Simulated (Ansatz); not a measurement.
# TiO: how settings move the results

An exercise on one series of results from a longer session: the logs are not shown, and one member is left open.

Computed with Ansatz 0.2.0 (DFT PBEsol, scalar-relativistic, plane waves, PAW, unless a step's input says otherwise).

2 further runs of the same task are left out: 2 for a known fault of the program.

## The structure to begin with

The structure is hexagonal, space group P-6m2 (No. 187). The conventional cell has a = 3.031 Å, b = 3.031 Å, c = 3.238 Å, α = 90.00°, β = 90.00°, γ = 120.00°. Around Ti (site symmetry -6m2) lie 6 O at 2.38 Å. Around O (site symmetry -6m2) lie 6 Ti at 2.38 Å.

As a file:

```cif
data_structure
_symmetry_space_group_name_H-M 'P 1'
_symmetry_Int_Tables_number 1
_cell_length_a 3.0310
_cell_length_b 3.0310
_cell_length_c 3.2377
_cell_angle_alpha 90.000
_cell_angle_beta 90.000
_cell_angle_gamma 120.000
_cell_volume 25.76
loop_
_atom_site_label
_atom_site_type_symbol
_atom_site_fract_x
_atom_site_fract_y
_atom_site_fract_z
_atom_site_occupancy
Ti1 Ti 0.66667 0.33333 0.00000 1
O1 O 0.00000 0.00000 0.50000 1
```

The structure comes from the Crystallography Open Database; it is used as listed.

## The base run, which the others are set against

File input.yaml:

```yaml
crystal:
  lattice:
    - [3.0309987015, 0.0, 0.0]
    - [-1.5154993507, 2.6249218743, 0.0]
    - [0.0, 0.0, 3.2377]
  atoms:
    - { symbol: Ti, position: [0.6666666667, 0.3333333333, 0.0] }
    - { symbol: O, position: [0.0, 0.0, 0.5] }
basis:
  ecutwfc: 420
kpoints:
  mp_grid: { grid: [18, 18, 14] }
hamiltonian:
  xc: pbesol
scf:
  occupations: { method: gaussian, width: 0.1 }
output:
  forces: true
  stress: true
  eigenvalues: true
  populations: true
  write_density: true
  write_potential: true
  elf: true
  volumetric_format: npy
```

It was run beforehand and gave: -1518.0869 eV/atom at zero smearing, pressure -40.40 GPa, largest force 0.000 eV/Å, no gap on the mesh, in 6 SCF cycles and 3.3 s.

The first run:

File input.yaml:

```yaml
crystal:
  lattice:
    - [3.0309987015, 0.0, 0.0]
    - [-1.5154993507, 2.6249218743, 0.0]
    - [0.0, 0.0, 3.2377]
  atoms:
    - { symbol: Ti, position: [0.6666666667, 0.3333333333, 0.0] }
    - { symbol: O, position: [0.0, 0.0, 0.5] }
basis:
  ecutwfc: 150
kpoints:
  mp_grid: { grid: [18, 18, 14] }
hamiltonian:
  xc: pbesol
scf:
  occupations: { method: gaussian, width: 0.1 }
output:
  forces: true
  stress: true
  eigenvalues: true
```

On the command line:

```bash
$ ansatz run input.yaml --threads 1 --pin off --max-ram 2560MiB --backend cpu --events-out ev --progress --plain --runs-dir out
```

Steps of the session up to this table: Plane-wave cutoff set to 150 eV; Plane-wave cutoff: 200 eV; Plane-wave cutoff: 250 eV; Plane-wave cutoff set to 300 eV; Plane-wave cutoff: 350 eV; Plane-wave cutoff: 380 eV; Plane-wave cutoff: 460 eV; Plane-wave cutoff set to 520 eV; Plane-wave cutoff set to 600 eV; Plane-wave cutoff: 700 eV; Plane-wave cutoff set to 850 eV.

One table of the session follows, with a row left open; its other results are not shown here.

It belongs to the step «The sweep of the plane-wave cutoff side by side». 

| cutoff (eV) | ΔE (meV/atom) | pressure (GPa) |
| --- | --- | --- |
| 150 | 20616 | -75.82 |
| 200 | 6002 | -45.46 |
| 250 | 1470 | -36.79 |
| 300 | 287 | -39.34 |
| 350 | 53.8 | -40.68 |
| 380 | 18.9 | -40.48 |
| 420 | 4.15 | -40.40 |
| 460 | 1.19 | -40.41 |
| 520 | 0.66 | -40.41 |
| 600 | 0.42 | -40.42 |
| 700 | ? | ? |
| 850 | 0.00 | -40.42 |

Estimate the missing values for cutoff (eV) = 700.

Worked estimate for «ΔE (meV/atom)». A straight line through the neighbours (600, 0.42) and (850, 0.00) gives 0.42 + (0.00 − 0.42) × (700 − 600) / (850 − 600) = 0.25; a parabola fitted to 3 rows on both sides gives 0.19.

**Answer.** ΔE (meV/atom): 0.21; pressure (GPa): -40.42. In «ΔE (meV/atom)» the line misses by +0.04 and the parabola by -0.02.

To keep in mind: The final runs have no spin polarisation, so no magnetic state was tried and one may lie lower. Warnings in the runs' records: cutoff below recommended.
